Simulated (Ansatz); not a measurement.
# Ti (Im-3m) in Ansatz: further runs

One crystal, Ti, is run at these levels: r2SCAN; tasks: single point, equation of state.

Everything below comes from runs of Ansatz 0.2.0. Logs are shortened: lines on timing, memory, paths and dates and some standing lists are left out, and cuts for length are marked.

## (1) The structure

It takes space group Im-3m (No. 229, cubic). The conventional cell has a = 3.282 Å, b = 3.282 Å, c = 3.282 Å, α = 90.00°, β = 90.00°, γ = 90.00°. Around Ti (site symmetry m-3m) lie 8 Ti at 2.84 Å.

This isn't the form of Ti at room conditions, which is hcp.

## (2) Single point, r2SCAN, 16.62 Å³/atom (volume scaled by 0.94)

Input file input.yaml:

```yaml
crystal:
  lattice:
    - [-1.6075008044, 1.6075008044, 1.6075008044]
    - [1.6075008044, -1.6075008044, 1.6075008044]
    - [1.6075008044, 1.6075008044, -1.6075008044]
  atoms:
    - { symbol: Ti, position: [0.0, 0.0, 0.0] }
hamiltonian:
  xc: r2scan
  pseudopotentials: { kind: paw }
kpoints:
  mp_grid: { grid: [11, 11, 11] }
scf:
  occupations: { method: fermi_dirac, width: 0.05 }
output:
  forces: true
  stress: true
  eigenvalues: true
```

Potentials or basis: Ansatz PAW.

Launch:

```console
> ansatz run input.yaml --threads 2 --pin off --max-ram 5632MiB --backend cpu --events-out ev --progress --plain --runs-dir out
```

What it wrote:

```text
Warning: RAYON_NUM_THREADS=2 ignored (pool sized by the plan → 2); use --threads N
Engine: ansatz 0.2.0, aarch64-unknown-linux-gnu
Pseudopotentials: kind: paw
Pseudopotential: Ti, paw, valence charge 12, recommended cutoff 500 eV (meta_gga), Ti.paw.azcp
Functional definition: r2SCAN
  parameter k0 = 0.174
  parameter k1 = 0.065
  parameter a1 = 4.9479
  exchange = r2scan_x(k0 = k0, k1 = k1, a1 = a1)
  correlation = r2scan_c
Crystal: 1 atoms, lattice volume = 16.616 Å³
Basis set: ecut = 500 eV, 429 PW (Γ), exchange–correlation on 96×96×96 points (64 copies of the dense FFT grid, shifted against one another)
Bands: 10, of which v1, the nominal top of the filled ones, is band 6 counted from 1 (5 counted from 0)
Symmetry: 48 space group operations
Space group: Im-3m (ITA 229), of the structure as read, at distance tolerance 2.6e-5 Å
k-points: 56 of 1331
Non-local potential: Ti, projectors of the file, l = 0: 3, l = 1: 2, l = 2: 3, l = 3: 1
PAW form: soft (Blöchl's): semilocal exchange-correlation on the pseudo side does not see the compensation charge
PAW frozen core: Ti, regenerated for the run's functional (the file was generated under x = pbe(κ = 0.804, μ = 0.2195149727645171), c = pbe(β = 0.06672455060314922))
PAW one-centre angular grid: Ti, 590 points (default); XC on 160 Gauss nodes
Initial density: superposition of atomic densities (neutral atoms: chi_scale 0, normalization atom), corrected by the library's trained network
Initial wavefunctions: pseudopotential atomic-orbital guess
Functional: x = r2scan, c = r2scan; τ floored in thin density (d = 2e-4 eV/Å³)
SCF iter   1: F=—  HF=-2504.207042 eV  |F-HF|=—  |Δ(HF+E_count)|=         —  Δρ=1.41e-2  dr2=2.74e-2  dr2_τ=8.02e-3  ethr=1.77e-3  ⟨swp⟩=4.5  Hψ=3064  notcnv=0
preconditioner: auto → none  [metal: Δε(μ)=0.008 eV  Ē_g=4.692 eV  σ=0.050 eV  W_gap=0.04  n_scr=0 (ndim 8)  ℏωp=18.2 eV  f_vac=0.000  D(μ)=2.67/eV (n_scr^D=42)]
SCF iter   2: F=—  HF=-2504.233230 eV  |F-HF|=—  |Δ(HF+E_count)|=   2.62e-2  Δρ=4.42e-3  dr2=2.00e-3  dr2_τ=6.09e-4  ethr=2.29e-4  ⟨swp⟩=2.6  Hψ=1484  notcnv=0
SCF iter   3: F=—  HF=-2504.233081 eV  |F-HF|=—  |Δ(HF+E_count)|=   1.49e-4  Δρ=1.99e-3  dr2=2.18e-4  dr2_τ=5.93e-5  ethr=1.67e-5  ⟨swp⟩=2.9  Hψ=1087  notcnv=0
SCF iter   4: F=—  HF=-2504.233499 eV  |F-HF|=—  |Δ(HF+E_count)|=   4.18e-4  Δρ=2.78e-4  dr2=7.62e-6  dr2_τ=8.91e-7  ethr=1.82e-6  ⟨swp⟩=2.0  Hψ=844  notcnv=0
SCF iter   5: F=—  HF=-2504.233507 eV  |F-HF|=—  |Δ(HF+E_count)|=   8.07e-6  Δρ=5.79e-5  dr2=2.90e-7  dr2_τ=9.95e-9  ethr=6.35e-8  ⟨swp⟩=2.6  Hψ=830  notcnv=0
SCF iter   6: F=-2504.233508 eV  HF=-2504.233508 eV  |F-HF|=1.18e-9  |Δ(HF+E_count)|=   5.07e-7  Δρ=3.76e-6  dr2=8.14e-10  dr2_τ=8.29e-11  ethr=8.33e-10  ⟨swp⟩=5.0  Hψ=2486  notcnv=0
SCF 1 converged in 6 iterations: F = -2504.233508 eV  dr2 = 8.14e-10
SCF converged after 6 iterations
Free energy (F): -2504.233508 eV
Harris-Foulkes:  -2504.233508 eV  (|F-HF|=1.18e-9)
Internal energy: -2504.212901 eV  (E = F + TS)
E sigma→0 (E₀):  -2504.223204 eV
Entropy (-TS):   -0.020606 eV (-20.606 meV/atom)
Fermi energy:    13.834472 eV
--- Per-component energies (eV) ---
  E_band       = -160.975721
  E_kinetic    = 273.800914
  E_local      = -785.594206  (includes V_loc(G=0)·N_el)
  E_nonlocal   = 7.719076
  E_hartree    = 323.891241
  E_xc         = -93.118330
  E_vxc        = -133.163856  (∫ρ·V_xc dr)
  E_paw        = -1057.077375  (= ΣΔE_a)
  E_vpaw       = -180.702425  (= ΣTr[D̂ρ^β])
  E_aug_tail   = 0.000094  (compensation charges beyond the density's cutoff)
  E_vtau       = 9.182928  (kinetic-family band-sum trace: ∫τ·v_τ [+ j·A + Jᵃ·Aᵃ] dr)
  E_ewald      = -1173.580858
  E_core_change = -0.253457  (= ΣΔE_core)
  E_smearing   = -0.020606  (= −TS)
  E_closure    = -0.000000  (closes the sum)
  Σ components = -2504.233508   (vs F -2504.233508, Δ=0.00e0)
--- Forces (eV/Å), atoms counted from 1 ---
  atom   1  Ti    -0.00000000    -0.00000000     0.00000000
  max |Σ_I F_I| component: 7.19e-32 eV/Å
--- Stress (GPa, compression-positive) ---
        4.122421      -0.000000      -0.000000
       -0.000000       4.122421      -0.000000
        0.000000      -0.000000       4.122421
  P = ⅓ Tr σ = 4.1224 GPa (41.224 kbar)
--- Band table (eV; the first three rows and the last of 56) ---
  k-point 0: bands = ["-44.9928", "-19.7325", "-19.7325", "-19.7325", "7.3861", "15.0217", "15.0217", "15.0217", "16.9007", "16.9007"]
  k-point 1: bands = ["-44.9800", "-19.7990", "-19.7523", "-19.7330", "7.6921", "14.8775", "14.9687", "15.2435", "16.7423", "16.9094"]
  k-point 2: bands = ["-44.9454", "-19.9746", "-19.8052", "-19.7345", "8.5474", "14.5113", "14.6926", "15.8735", "16.5533", "16.9499"]
  k-point 55: bands = ["-44.7225", "-20.2723", "-20.2592", "-20.2592", "11.4880", "11.4988", "17.8941", "17.8941", "18.1094", "22.4141"]
```

Wall time 1.2 s (2 threads of Arm Neoverse V1, shared host); peak memory 0.33 GiB.

What came out:

```
Free energy            : -2504.2335 eV
Pressure               : 4.1 GPa
Band gap on the k mesh : none (metal or under the smearing width)
```

Caveat: the PAW data sets come from PBE, with cores solved anew for the run's functional, which leaves a small shift of forces and pressure.

## (3) Single point, r2SCAN, 16.97 Å³/atom (volume scaled by 0.96)

Input file input.yaml:

```yaml
crystal:
  lattice:
    - [-1.6188216056, 1.6188216056, 1.6188216056]
    - [1.6188216056, -1.6188216056, 1.6188216056]
    - [1.6188216056, 1.6188216056, -1.6188216056]
  atoms:
    - { symbol: Ti, position: [0.0, 0.0, 0.0] }
hamiltonian:
  xc: r2scan
  pseudopotentials: { kind: paw }
kpoints:
  mp_grid: { grid: [11, 11, 11] }
scf:
  occupations: { method: fermi_dirac, width: 0.05 }
output:
  forces: true
  stress: true
  eigenvalues: true
  write_density: true
  write_potential: true
  elf: true
  volumetric_format: npy
```

Potentials or basis: Ansatz PAW.

Launch:

```console
> ansatz run input.yaml --threads 2 --pin off --max-ram 5632MiB --backend cpu --events-out ev --progress --plain --runs-dir out
```

Run time: 1.4 s. Hardware: 2 threads of Arm Neoverse V1, shared host; peak memory 0.33 GiB.

The run converged. Its results:

- Free energy: -2504.2398 eV
- Pressure: 1.6 GPa
- Band gap on the k mesh: none (metal or under the smearing width)

Caveat: the PAW data sets come from PBE, with cores solved anew for the run's functional, which leaves a small shift of forces and pressure.

## (4) Single point, r2SCAN, 17.32 Å³/atom (volume scaled by 0.98)

Input file input.yaml:

```yaml
crystal:
  lattice:
    - [-1.6299862453, 1.6299862453, 1.6299862453]
    - [1.6299862453, -1.6299862453, 1.6299862453]
    - [1.6299862453, 1.6299862453, -1.6299862453]
  atoms:
    - { symbol: Ti, position: [0.0, 0.0, 0.0] }
hamiltonian:
  xc: r2scan
  pseudopotentials: { kind: paw }
kpoints:
  mp_grid: { grid: [11, 11, 11] }
scf:
  occupations: { method: fermi_dirac, width: 0.05 }
output:
  forces: true
  stress: true
  eigenvalues: true
```

Launch:

```console
> ansatz run input.yaml --threads 2 --pin off --max-ram 5632MiB --backend cpu --events-out ev --progress --plain --runs-dir out
```

It took 1.2 s on 2 threads of Arm Neoverse V1, shared host; peak memory 0.33 GiB.

The run converged. Its results:

```yaml
Free_energy: -2504.2408 eV
Pressure: -0.7 GPa
Band_gap_on_the_k_mesh: none (metal or under the smearing width)
```

Caveat: the PAW data sets come from PBE, with cores solved anew for the run's functional, which leaves a small shift of forces and pressure.

## (5) Single point, r2SCAN, 17.68 Å³/atom

Edit input.yaml of step 4 so:

```diff
@@ -2,5 +2,5 @@
   lattice:
-    - [-1.6299862453, 1.6299862453, 1.6299862453]
-    - [1.6299862453, -1.6299862453, 1.6299862453]
-    - [1.6299862453, 1.6299862453, -1.6299862453]
+    - [-1.641, 1.641, 1.641]
+    - [1.641, -1.641, 1.641]
+    - [1.641, 1.641, -1.641]
   atoms:
```

Launch:

```console
> ansatz run input.yaml --threads 2 --pin off --max-ram 5632MiB --backend cpu --events-out ev --progress --plain --runs-dir out
```

Run time: 1.2 s. Hardware: 2 threads of Arm Neoverse V1, shared host; peak memory 0.33 GiB.

It converged, with:

```
Free energy            : -2504.2370 eV
Pressure               : -2.8 GPa
Band gap on the k mesh : none (metal or under the smearing width)
```

Caveat: the PAW data sets come from PBE, with cores solved anew for the run's functional, which leaves a small shift of forces and pressure.

## (6) Single point, r2SCAN, 18.03 Å³/atom (volume scaled by 1.02)

Edit input.yaml of step 5 so:

```diff
@@ -2,5 +2,5 @@
   lattice:
-    - [-1.641, 1.641, 1.641]
-    - [1.641, -1.641, 1.641]
-    - [1.641, 1.641, -1.641]
+    - [-1.6518678664, 1.6518678664, 1.6518678664]
+    - [1.6518678664, -1.6518678664, 1.6518678664]
+    - [1.6518678664, 1.6518678664, -1.6518678664]
   atoms:
```

Potentials or basis: Ansatz PAW.

Launch:

```console
> ansatz run input.yaml --threads 2 --pin off --max-ram 5632MiB --backend cpu --events-out ev --progress --plain --runs-dir out
```

Wall time 1.2 s (2 threads of Arm Neoverse V1, shared host); peak memory 0.33 GiB.

Results (log left out):

* Free energy: -2504.2287 eV
* Pressure: -4.7 GPa
* Band gap on the k mesh: none (metal or under the smearing width)

Caveat: the PAW data sets come from PBE, with cores solved anew for the run's functional, which leaves a small shift of forces and pressure.

## (7) Single point, r2SCAN, 18.38 Å³/atom (volume scaled by 1.04)

Edit input.yaml of step 6 so:

```diff
@@ -2,5 +2,5 @@
   lattice:
-    - [-1.6518678664, 1.6518678664, 1.6518678664]
-    - [1.6518678664, -1.6518678664, 1.6518678664]
-    - [1.6518678664, 1.6518678664, -1.6518678664]
+    - [-1.6625945817, 1.6625945817, 1.6625945817]
+    - [1.6625945817, -1.6625945817, 1.6625945817]
+    - [1.6625945817, 1.6625945817, -1.6625945817]
   atoms:
```

Launch:

```console
> ansatz run input.yaml --threads 2 --pin off --max-ram 5632MiB --backend cpu --events-out ev --progress --plain --runs-dir out
```

Run time: 1.3 s. Hardware: 2 threads of Arm Neoverse V1, shared host; peak memory 0.33 GiB.

Results (log left out):

```yaml
Free_energy: -2504.2162 eV
Pressure: -6.5 GPa
Band_gap_on_the_k_mesh: none (metal or under the smearing width)
```

Caveat: the PAW data sets come from PBE, with cores solved anew for the run's functional, which leaves a small shift of forces and pressure.

## (8) Single point, r2SCAN, 18.74 Å³/atom (volume scaled by 1.06)

Edit input.yaml of step 7 so:

```diff
@@ -2,5 +2,5 @@
   lattice:
-    - [-1.6625945817, 1.6625945817, 1.6625945817]
-    - [1.6625945817, -1.6625945817, 1.6625945817]
-    - [1.6625945817, 1.6625945817, -1.6625945817]
+    - [-1.6731846416, 1.6731846416, 1.6731846416]
+    - [1.6731846416, -1.6731846416, 1.6731846416]
+    - [1.6731846416, 1.6731846416, -1.6731846416]
   atoms:
```

Launch:

```console
> ansatz run input.yaml --threads 2 --pin off --max-ram 5632MiB --backend cpu --events-out ev --progress --plain --runs-dir out
```

Run time: 1.2 s. Hardware: 2 threads of Arm Neoverse V1, shared host; peak memory 0.33 GiB.

It converged, with:

```
Free energy            : -2504.2000 eV
Pressure               : -8.2 GPa
Band gap on the k mesh : none (metal or under the smearing width)
```

Caveat: the PAW data sets come from PBE, with cores solved anew for the run's functional, which leaves a small shift of forces and pressure.

## (9) Equation of state, r2SCAN

Potentials or basis: Ansatz PAW.

No new run: the results of the series are fitted here.

What came out:

| Quantity | Value |
| --- | --- |
| Equilibrium volume | 17.22 Å³/atom |
| Bulk modulus | 110 GPa |
| Pressure derivative of the bulk modulus | 3.1 |

Energy against volume, from the lowest point:
```csv
volume (Å³/atom),energy (meV/atom)
16.616,7.33
16.969,1.02
17.323,0.00
17.676,3.86
18.030,12.18
18.383,24.62
18.737,40.85
```

Caveat: the PAW data sets were made with another functional, which shifts forces and pressure a little.

## (10) For comparison

An earlier run on the cell as given: functional PBEsol; potentials or basis Ansatz PAW; cutoff 420 eV (not typed: the program's choice for these potentials); k mesh 11 × 11 × 11; occupations fermi-dirac, width 0.05 eV; no spin polarisation.

* Pressure: -6.8 GPa
* Band gap on the k mesh: none (metal or under the smearing width)
